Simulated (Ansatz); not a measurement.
## Al3Ru2: work and stress of cleavage

All numbers below come from DFT r2SCAN, scalar-relativistic, plane waves, PAW (Ansatz). Cutoff 500 eV, Γ-centred 15×15×4 k-points, Gaussian smearing of 0.15 eV. No spin polarisation. Energies are free energies at this smearing, counted from the undisturbed cell; pressure is positive in compression.

Reference structure (relaxed at this level; with this scan's settings it stands at 0.1 GPa; it needn't be the usual structure):

```
CELL_PARAMETERS angstrom
-3.07731 0.00000 0.00000
0.00000 -3.07731 0.00000
0.00000 0.00000 14.27432
ATOMIC_POSITIONS crystal
Al 0.50000 0.50000 0.14990
Al 0.00000 0.00000 0.64990
Al 0.50000 0.50000 0.95605
Al 0.00000 0.00000 0.45605
Al 0.00000 0.00000 0.84375
Al 0.50000 0.50000 0.34375
Ru 0.50000 0.50000 0.75582
Ru 0.00000 0.00000 0.25582
Ru 0.50000 0.50000 0.54398
Ru 0.00000 0.00000 0.04398
```

The cut lies on the cell's a–b face, a (0 0 1) plane (indices in the standard cell, whose axes needn't be the Cartesian ones shown) of area 9.47 Å², between layers 1.26 Å apart. Vector c is lengthened by d along the normal with the atoms' Cartesian places fixed: one unrelaxed cut a cell. The traction is positive where the two halves pull on each other.

| d (Å) | energy (J/m²) | traction (GPa) |
| --- | --- | --- |
| -0.30 | 1.05 | -78.2 |
| 0.00 | 0.00 | -0.4 |
| 0.50 | 1.46 | 46.3 |
| 1.00 | 3.81 | 43.6 |
| 2.00 | 6.73 | 15.8 |
| 3.00 | 7.59 | 3.9 |
| 6.00 | 7.84 | 0.0 |

Q: What are the work of separation and the cleavage stress, and do they fit the universal binding curve?

A: The energy levels off near W ≈ 7.84 J/m² (the traction is down to 0.0 GPa), the energy of the two unrelaxed faces, 3.92 J/m² each on average. The largest sampled traction is 46.3 GPa at d = 0.50 Å, and a parabola through it and its two neighbours peaks at σ_max ≈ 51.2 GPa, d ≈ 0.72 Å. The curve E = W[1 − (1 + d/ℓ)exp(−d/ℓ)] peaks in traction at d = ℓ with σ_max = W/(eℓ); with 1 J/m² per Å = 10 GPa this W and σ_max give ℓ = 0.56 Å. A parabola through that curve at the same three d peaks at 0.67 Å, against 0.72 Å here, a fair fit. Real crystals break at far lower stress, because cracks concentrate it, and on the plane of lowest W, which needn't be this one.

The cut is rigid; relaxing the faces lowers these energies and usually the stresses.

In a metal these slopes depend on the k mesh and the smearing.

Cost: 7 runs of about 15 core-minutes in all, on Arm Neoverse V2 (shared hosts).